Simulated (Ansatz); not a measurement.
We consider wurtzite InN, described by r²SCAN (Ansatz, an electronic-structure program, PAW).

Run with plane-wave cutoff 500 eV, 8×8×1 k mesh (along the axes of the cell as run), Fermi–Dirac smearing 0.05 eV, scalar-relativistic PAW data made under PBE.

### Question
Estimate the surface energy of the (11-20) face and work function of the (11-20) face that the calculation returns.

### Answer

surface energy of the (11-20) face: 1.52 J/m²
work function of the (11-20) face: 5.15 eV

The slab of 32 atoms is relaxed and unreconstructed.

Spin–orbit coupling is not included.

The computed numbers hold no vibrational or temperature effects.

It cost very roughly 60 core-minutes of CPU time.
